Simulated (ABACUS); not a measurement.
Crystal: BN.

```
N B
1.0
     0.00000    1.81300    1.81300
     1.81300    0.00000    1.81300
     1.81300    1.81300    0.00000
N B
1 1
Cartesian
  0.9065 0.9065 0.9065
  0.0000 0.0000 0.0000
```

The cell is a database's computed one.

Program: ABACUS 3.10.1. Alike in all runs: task single point; no spin polarisation; cell as given; smearing fermi-dirac 0.05 eV.

Question: Order these runs on this cell by their band gap on the k mesh, lowest first.
A. level PBEsol; potentials or basis PseudoDojo NC SR 0.4.1 PBEsol standard, plane waves; k mesh 13 × 13 × 13; cutoff (eV) 1143; radial cutoff of the potentials (pseudo_rcut) 7 bohr; SCF threshold on the density 1e-08; eigensolver dav
B. level TPSS; potentials or basis SG15 ONCV 1.2 PBE, plane waves; k mesh 8 × 8 × 8; cutoff (eV) 1320; radial cutoff of the potentials (pseudo_rcut) 10 bohr; SCF threshold on the density 1e-08; eigensolver dav
C. level BLYP; potentials or basis SG15 ONCV 1.2 PBE, DZP LCAO (the cutoffs set its grid); k mesh 12 × 12 × 12; cutoff (eV) 1361; radial cutoff of the potentials (pseudo_rcut) 10 bohr; SCF threshold on the density 1e-07; eigensolver genelpa
D. level SOGGA; potentials or basis PseudoDojo NC SR 0.5 PBE standard, plane waves; k mesh 10 × 10 × 10; cutoff (eV) 1143; radial cutoff of the potentials (pseudo_rcut) 10 bohr; SCF threshold on the density 1e-08; eigensolver dav

Answer: D (4.20 eV), A (4.41 eV), B (4.58 eV), C (4.95 eV).

Caveats: the atomic orbitals were generated for these runs and aren't a published set (some runs); the basis of atomic orbitals isn't converged, which shifts pressures, moduli and gaps (some runs); an odd mesh through Γ misses points on the zone boundary, where band edges often lie (some runs).

Not every run made on this cell is shown here.
